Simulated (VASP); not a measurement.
Input of a VASP 6.6.1 run:

The input INCAR:

```
PREC = Accurate
ENCUT = 520
EDIFF = 1E-7
ISMEAR = -1
SIGMA = 0.15
LREAL = F
LASPH = T
NELM = 100
ALGO = Normal
ISIF = 2
LWAVE = F
LCHARG = F
GGA = PE
IVDW = 12
IBRION = 2
NSW = 45
EDIFFG = -0.08
```

Contents of KPOINTS:

```
Automatic mesh
0
Gamma
  3 3 1
```

POSCAR

```
Al
1.0
    5.7275650000      0.0000000000      0.0000000000
    2.8637820000      4.9602170000      0.0000000000
    0.0000000000      0.0000000000     16.6765370000
Al
12
Selective dynamics
Direct
    0.1666667000      0.1666667000      0.0599645000  F F F
    0.6666667000      0.1666667000      0.0599645000  F F F
    0.1666667000      0.6666667000      0.0599645000  F F F
    0.6666667000      0.6666667000      0.0599645000  F F F
   -0.1666667000      0.3333333000      0.2001776000  T T T
    0.3333333000      0.3333333000      0.2001776000  T T T
   -0.1666667000      0.8333333000      0.2001776000  T T T
    0.3333333000      0.8333333000      0.2001776000  T T T
    0.0000000000      0.0000000000      0.3403906000  T T T
    0.5000000000      0.0000000000      0.3403906000  T T T
    0.0000000000      0.5000000000      0.3403906000  T T T
    0.5000000000      0.5000000000      0.3403906000  T T T
```

Potentials or basis: VASP PAW PBE potentials, release 64 (Al).

Run with:

```console
$ cat potpaw_PBE.64/Al/POTCAR > POTCAR
$ mpirun -np 1 vasp_std > vasp.out
```

Question: What does it give for the band gap on the k mesh?

Answer: None (metal or under the smearing width).

Question: What does it give for the dispersion energy per atom?

Answer: -0.228 eV.

Final structure:
```
Al
1.0
     5.72757    0.00000    0.00000
     2.86378    4.96022    0.00000
     0.00000    0.00000   16.67654
Al
12
Direct
  0.16667 0.16667 0.05996
  0.66667 0.16667 0.05996
  0.16667 0.66667 0.05996
  0.66667 0.66667 0.05996
  0.83333 0.33333 0.20018
  0.33333 0.33333 0.20018
  0.83333 0.83333 0.20018
  0.33333 0.83333 0.20018
  0.00000 0.00000 0.34039
  0.50000 0.00000 0.34039
  0.00000 0.50000 0.34039
  0.50000 0.50000 0.34039
```

Caveat: the k mesh is coarse (spacing up to 0.42 Å⁻¹), so the values aren't converged; the relaxation stopped at its first step, so nothing moved.
